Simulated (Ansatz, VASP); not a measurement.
Two plane-wave programs on C

The input POSCAR:

```
C
1.0
    2.4540246381      0.0000000000      0.0000000000
   -1.2270123190      2.1252476781      0.0000000000
    0.0000000000      0.0000000000      7.0992609210
C
4
Direct
    0.0000000000      0.0000000000      0.2500000000
    0.0000000000      0.0000000000      0.7500000000
    0.3333333333      0.6666666667      0.2500000000
    0.6666666667      0.3333333333      0.7500000000
```

File INCAR.step1:

```
PREC = Accurate
ENCUT = 600
ISMEAR = 0
SIGMA = 0.05
LREAL = False
LASPH = True
NELM = 60
GGA = PE
ALGO = Normal
EDIFF = 1E-4
LWAVE = True
LCHARG = False
```

Contents of INCAR.step2:

```
PREC = Accurate
ENCUT = 600
EDIFF = 1E-6
ISMEAR = 0
SIGMA = 0.05
LREAL = False
LASPH = True
NELM = 60
ALGO = Normal
ISIF = 4
LWAVE = False
LCHARG = False
METAGGA = R2SCAN
LMIXTAU = True
IBRION = 2
NSW = 60
EDIFFG = -0.01
ISTART = 1
```

KPOINTS

```
regular mesh
0
Gamma
  10 10 4
```

Input for Ansatz:

```yaml
crystal:
  lattice:
    - [2.4540246381, 0.0, 0.0]
    - [-1.227012319, 2.1252476781, 0.0]
    - [0.0, 0.0, 7.099260921]
  atoms:
    - { symbol: C, position: [0.0, 0.0, 0.25] }
    - { symbol: C, position: [0.0, 0.0, 0.75] }
    - { symbol: C, position: [0.3333333333, 0.6666666667, 0.25] }
    - { symbol: C, position: [0.6666666667, 0.3333333333, 0.75] }
basis:
  ecutwfc: 500
  ecutrho_ratio: 4
kpoints:
  mp_grid: { grid: [10, 10, 4] }
hamiltonian:
  xc: r2scan
scf:
  occupations: { method: gaussian, width: 0.05 }
output:
  forces: true
  stress: true
  eigenvalues: true
relax:
  f_tol: 0.01
  max_steps: 40
  cell: { stress_tol: 0.1, fix: [volume] }
```

Alike in both runs: task relaxation of shape and atoms at fixed volume; functional r2SCAN; k mesh 10 × 10 × 4; occupations gaussian, width 0.05 eV; no spin polarisation.

|  | VASP | Ansatz |
| --- | --- | --- |
| version | VASP 6.6.1 | Ansatz 0.2.0 |
| potentials or method | VASP PAW PBE potentials, release 64 (C) | scalar-relativistic, plane waves, PAW |
| plane-wave cutoff (eV) | 600 | 500 |
| valence electrons in the cell | 16 | 16 |

```csv
,VASP,Ansatz,Ansatz less VASP
"gap on the k mesh at the Fermi level, each at its own relaxed structure (eV)",1.55,1.56,+0.008
relaxed volume (Å³/atom),9.26,9.26,0.000
relaxed cell length with the largest relative difference (Å),7.080,7.090,+0.0099
```

Caveats: the PAW data sets were made with another functional, which shifts forces and pressure a little (VASP). A k mesh can miss the band edges. r2SCAN opens gaps a little over a GGA but as a rule still falls short of measured ones.
